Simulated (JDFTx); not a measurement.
# CdSe (Cadmoselite) (P6_3mc) in JDFTx: reference runs

Aim: a first look at CdSe (Cadmoselite) with PBEsol, on the cell as given.

All numbers are computed with JDFTx 1.7.0 (patched build); they aren't measurements. Logs are shortened: lines on timing, memory, paths and dates and some standing lists are left out, and cuts for length are marked. The log counts tension as positive stress, the text compression.

**Experimental background.**

From a printed reference work, data compilation, for a bulk crystal of CdSe at 2 K: band gap 1.841 eV.

The results are compared with them further down.

## Step 1: The structure

The structure is hexagonal, space group P6_3mc (No. 186). The conventional cell has a = 4.300 Å, b = 4.300 Å, c = 7.020 Å, α = 90.00°, β = 90.00°, γ = 120.00°. Cd (site symmetry 3m) has 4 Se at 2.61 to 2.70 Å as nearest neighbours. Se (site symmetry 3m) has 4 Cd at 2.61 to 2.70 Å as nearest neighbours.

## Step 2: Single point, PBEsol

The input, CdSe.in:

```
lattice \
    8.1258223359    -4.0629111679     0.0000000000 \
    0.0000000000     7.0371685696     0.0000000000 \
    0.0000000000     0.0000000000    13.2658773949
coords-type Lattice
ion Cd     0.6666666667     0.3333333333     0.5000000000 1
ion Cd     0.3333333333     0.6666666667     0.0000000000 1
ion Se     0.6666666667     0.3333333333     0.8850000000 1
ion Se     0.3333333333     0.6666666667     0.3850000000 1

ion-species pseudo/Cd.upf
ion-species pseudo/Se.upf
elec-cutoff 51 408
elec-ex-corr gga-PBEsol
kpoint-folding 7 7 4
elec-smearing Fermi 0.0018374661
elec-n-bands 46
electronic-SCF nIterations 100 energyDiffThreshold 1e-09
electronic-minimize nIterations 30 energyDiffThreshold 1e-7
converge-empty-states yes
forces-output-coords Cartesian

dump-name run.$VAR
dump End Ecomponents EigStats BandEigs Kpoints Forces Stress
```

Potentials or basis: PseudoDojo-SR-PBEsol-0.4.1-standard with smoothed tails.

Launch:

```bash
$ jdftx -c 1 -i CdSe.in -o CdSe.out
```

What it wrote:

```text
*************** JDFTx 1.7.0 (patched build) ***************

Input parsed successfully to the following command list (including defaults):
[... the input with its defaults ...]

---------- Setting up symmetries ----------

Found 24 point-group symmetries of the bravais lattice
Found 12 space-group symmetries with basis
Applied RMS atom displacement 4.69145e-10 bohrs to make symmetries exact.

---------- Initializing the Grid ----------
R =
[      8.12582     -4.06291            0  ]
[            0      7.03717            0  ]
[            0            0      13.2659  ]
unit cell volume = 758.58
G =
[   0.773237   0.446429         -0  ]
[          0   0.892857          0  ]
[          0         -0   0.473635  ]
Minimum fftbox size, Smin = [  76  76  124  ]
Chosen fftbox size, S = [  80  80  126  ]

---------- Initializing tighter grid for wavefunction operations ----------
R =
[      8.12582     -4.06291            0  ]
[            0      7.03717            0  ]
[            0            0      13.2659  ]
unit cell volume = 758.58
G =
[   0.773237   0.446429         -0  ]
[          0   0.892857          0  ]
[          0         -0   0.473635  ]
Minimum fftbox size, Smin = [  56  56  88  ]
Chosen fftbox size, S = [  56  56  90  ]

---------- Exchange Correlation functional ----------
Initalized PBEsol GGA exchange.
Initalized PBEsol GGA correlation.

---------- Setting up pseudopotentials ----------
Width of ionic core gaussian charges (only for fluid interactions / plotting) set to 0

Reading pseudopotential file 'pseudo/Cd.upf':
  'Cd' pseudopotential, 'PBESOL' functional
  Generated using ONCVPSP code by D. R. Hamann
  20 valence electrons, 4 orbitals, 6 projectors, 1001 radial grid points, with lMax = 2
    4S    l: 0   occupation:  2.0   eigenvalue: -3.888393
    4P    l: 1   occupation:  6.0   eigenvalue: -2.458287
    4D    l: 2   occupation: 10.0   eigenvalue: -0.431057
    5S    l: 0   occupation:  2.0   eigenvalue: -0.209481
  Core radius for overlap checks: 1.32 bohrs.

Reading pseudopotential file 'pseudo/Se.upf':
  'Se' pseudopotential, 'PBESOL' functional
  Generated using ONCVPSP code by D. R. Hamann
  16 valence electrons, 3 orbitals, 6 projectors, 1001 radial grid points, with lMax = 2
    3D    l: 2   occupation: 10.0   eigenvalue: -1.952113
    4S    l: 0   occupation:  2.0   eigenvalue: -0.635470
    4P    l: 1   occupation:  4.0   eigenvalue: -0.239251
  Core radius for overlap checks: 1.83 bohrs.

Initialized 2 species with 4 total atoms.

Folded 1 k-points by 7x7x4 to 196 k-points.

---------- Setting up k-points, bands, fillings ----------
Adding inversion symmetry to k-mesh for non-inversion-symmetric unit cell.
Reduced to 24 k-points under symmetry.
Computing the number of bands and number of electrons
Calculating initial fillings.
nElectrons:  72.000000   nBands: 46   nStates: 24

----- Setting up reduced wavefunction bases (one per k-point) -----
average nbasis = 13196.648 , ideal nbasis = 13196.249

---------- Setting up ewald sum ----------
Optimum gaussian width for ewald sums = 2.887800 bohr.
Real space sum over 1089 unit cells with max indices [  5  5  4  ]
Reciprocal space sum over 2873 terms with max indices [  6  6  8  ]

---------- Allocating electronic variables ----------
Initializing wave functions:  linear combination of atomic orbitals
Note: number of bands (46) exceeds available atomic orbitals (38)
Cd pseudo-atom occupations:   s ( 2 2 )  p ( 6 )  d ( 10 )
Se pseudo-atom occupations:   s ( 2 )  p ( 4 )  d ( 10 )
	FillingsUpdate:  mu: +0.348614701  nElectrons: 72.000000
LCAOMinimize: Iter:   0  F: -558.5720024197580642  |grad|_K:  1.697e-03  alpha:  1.000e+00
	FillingsUpdate:  mu: +0.317382555  nElectrons: 72.000000
LCAOMinimize: Iter:   1  F: -558.6186227392369119  |grad|_K:  2.941e-05  alpha:  6.241e-01  linmin:  8.088e-02  cgtest: -3.589e-01
	FillingsUpdate:  mu: +0.317216677  nElectrons: 72.000000
[... 5 lines of inner loops ...]
	FillingsUpdate:  mu: +0.317396150  nElectrons: 72.000000
LCAOMinimize: Iter:   5  F: -558.6186415698139172  |grad|_K:  3.497e-09  alpha:  8.750e-01  linmin: -5.225e-02  cgtest:  3.374e-01
LCAOMinimize: Encountered beta<0, resetting CG.
LCAOMinimize: Converged (|Delta F|<1.000000e-06 for 2 iters).

-------- Electronic minimization -----------
Will mix electronic density at each iteration.
	FillingsUpdate:  mu: +0.317396150  nElectrons: 72.000000
	FillingsUpdate:  mu: +0.308769652  nElectrons: 72.000000
SCF: Cycle:  0   F: -558.747010174318120   dF: -1.284e-01   |Residual|: 1.506e-01   |deigs|: 1.160e-01
	FillingsUpdate:  mu: +0.296141590  nElectrons: 72.000000
SCF: Cycle:  1   F: -558.789558650552181   dF: -4.255e-02   |Residual|: 5.193e-02   |deigs|: 3.232e-02
	FillingsUpdate:  mu: +0.291865354  nElectrons: 72.000000
SCF: Cycle:  2   F: -558.792942214034838   dF: -3.384e-03   |Residual|: 1.220e-02   |deigs|: 1.145e-02
	FillingsUpdate:  mu: +0.292090048  nElectrons: 72.000000
SCF: Cycle:  3   F: -558.792972875614623   dF: -3.066e-05   |Residual|: 4.306e-03   |deigs|: 6.694e-04
	FillingsUpdate:  mu: +0.292400566  nElectrons: 72.000000
SCF: Cycle:  4   F: -558.792981574407690   dF: -8.699e-06   |Residual|: 7.114e-04   |deigs|: 7.501e-04
	FillingsUpdate:  mu: +0.292452512  nElectrons: 72.000000
SCF: Cycle:  5   F: -558.792983015072537   dF: -1.441e-06   |Residual|: 4.585e-04   |deigs|: 1.188e-04
	FillingsUpdate:  mu: +0.292548937  nElectrons: 72.000000
SCF: Cycle:  6   F: -558.792983584252283   dF: -5.692e-07   |Residual|: 1.455e-04   |deigs|: 1.323e-04
	FillingsUpdate:  mu: +0.292538213  nElectrons: 72.000000
SCF: Cycle:  7   F: -558.792983762035988   dF: -1.778e-07   |Residual|: 5.796e-05   |deigs|: 7.284e-05
	FillingsUpdate:  mu: +0.292542488  nElectrons: 72.000000
SCF: Cycle:  8   F: -558.792983826935370   dF: -6.490e-08   |Residual|: 2.193e-05   |deigs|: 5.179e-05
	FillingsUpdate:  mu: +0.292544784  nElectrons: 72.000000
SCF: Cycle:  9   F: -558.792983851381223   dF: -2.445e-08   |Residual|: 1.191e-05   |deigs|: 4.743e-05
	FillingsUpdate:  mu: +0.292545034  nElectrons: 72.000000
SCF: Cycle: 10   F: -558.792983861859966   dF: -1.048e-08   |Residual|: 7.963e-06   |deigs|: 3.556e-05
	FillingsUpdate:  mu: +0.292545083  nElectrons: 72.000000
SCF: Cycle: 11   F: -558.792983866354348   dF: -4.494e-09   |Residual|: 5.600e-06   |deigs|: 2.595e-05
	FillingsUpdate:  mu: +0.292545246  nElectrons: 72.000000
SCF: Cycle: 12   F: -558.792983868423448   dF: -2.069e-09   |Residual|: 2.628e-06   |deigs|: 2.073e-05
	FillingsUpdate:  mu: +0.292545305  nElectrons: 72.000000
SCF: Cycle: 13   F: -558.792983869344425   dF: -9.210e-10   |Residual|: 1.823e-06   |deigs|: 1.544e-05
	FillingsUpdate:  mu: +0.292545306  nElectrons: 72.000000
SCF: Cycle: 14   F: -558.792983869772684   dF: -4.283e-10   |Residual|: 1.909e-06   |deigs|: 1.188e-05
SCF: Converged (|Delta E|<1.000000e-09 for 2 iters).

Setting wave functions to eigenvectors of Hamiltonian
Converging empty states (this may take a while): |deigs|: 4.242e-05

# Stress tensor in Cartesian coordinates [Eh/a0^3]:
[ -2.61823e-05            0            0  ]
[            0 -2.61823e-05            0  ]
[            0            0  3.62729e-05  ]

# Ionic positions in lattice coordinates:
ion Cd   0.666666666666667   0.333333333333333   0.500000000000000 1
ion Cd   0.333333333333333   0.666666666666667   0.000000000000000 1
ion Se   0.666666666666667   0.333333333333333   0.885000000000000 1
ion Se   0.333333333333333   0.666666666666667   0.385000000000000 1

# Forces in Cartesian coordinates:
force Cd   0.000000000000000  -0.000000000000000   0.005182362212230 1
force Cd   0.000000000000000   0.000000000000000   0.005182362212230 1
force Se   0.000000000000000   0.000000000000000  -0.005180757493230 1
force Se   0.000000000000000  -0.000000000000000  -0.005180757493230 1

# Energy components:
   Eewald =     -305.8647102211793936
       EH =      201.7099078775588055
     Eloc =     -575.0569559331667051
      Enl =      -96.9640072703860909
      Exc =      -96.0674806739902607
 Exc_core =       33.9241081756395175
       KE =      279.5261557891182065
-------------------------------------
     Etot =     -558.7929822564060487
       TS =        0.0000016133666011
-------------------------------------
        F =     -558.7929838697726836

IonicMinimize: Iter:   0  F: -558.792983869772684  |grad|_K:  2.992e-03
IonicMinimize: None of the convergence criteria satisfied after 0 iterations.

#--- Lowdin population analysis ---
# oxidation-state Cd +1.211 +1.211
# oxidation-state Se -1.018 -1.018

Dumping 'run.eigStats' ...
	eMin: -3.450922 at state 0 ( [ +0.000000 +0.000000 +0.000000 ] spin 0 )
	HOMO: +0.280701 at state 0 ( [ +0.000000 +0.000000 +0.000000 ] spin 0 )
	mu  : +0.292545
	LUMO: +0.301937 at state 0 ( [ +0.000000 +0.000000 +0.000000 ] spin 0 )
	eMax: +0.688934 at state 10 ( [ +0.000000 +0.428571 +0.250000 ] spin 0 )
	HOMO-LUMO gap: +0.021236
	Optical gap  : +0.021236 at state 0 ( [ +0.000000 +0.000000 +0.000000 ] spin 0 )
Done!
```

It took 6.4 min on 1 thread of Intel Xeon 6975P-C (Granite Rapids), shared host; peak memory 0.72 GiB.

What came out:

* Free energy: -15205.5317 eV
* Pressure: 0.2 GPa
* Largest force: 0.266 eV/Å
* Band gap on the k mesh: 0.58 eV, direct
* Loewdin charges: Cd +1.21; Se -1.02 e

Forces in eV/Å, atoms in the order of the input:
```
Cd   0.000  0.000  0.266
Cd   0.000  0.000  0.266
Se   0.000  0.000 -0.266
Se   0.000  0.000 -0.266
```

Stress tensor (GPa, compression positive):
```
 0.77  0.00  0.00
 0.00  0.77  0.00
 0.00  0.00 -1.07
```

Levels at points of the mesh, in eV from the valence-band top:
| k point | band 33 | band 34 | band 35 | band 36 | band 37 | band 38 | band 39 | band 40 |
| --- | --- | --- | --- | --- | --- | --- | --- | --- |
| (0.00, 0.00, 0.00) | -0.73 | -0.01 | 0.00 | 0.00 | 0.58 | 2.02 | 5.81 | 5.81 |
| (0.00, 0.00, 0.50) | -0.38 | -0.38 | -0.38 | -0.38 | 2.24 | 2.24 | 5.72 | 5.72 |

Caveat: the atomic charges don't sum to the cell's charge.

## Step 3: Against experiment

Step 2. Against the measured gap of CdSe, 1.841 eV (2 K; a printed reference work, data compilation), the calculated 0.58 eV is off by -1.26 eV. So large a miss can be the level of theory's own, or it may mean another phase, state or a wrong row. Spin-orbit coupling on Cd, Se is left out. The value is that of PBEsol, without temperature or zero-point motion. Semilocal functionals fall short of measured gaps as a rule.
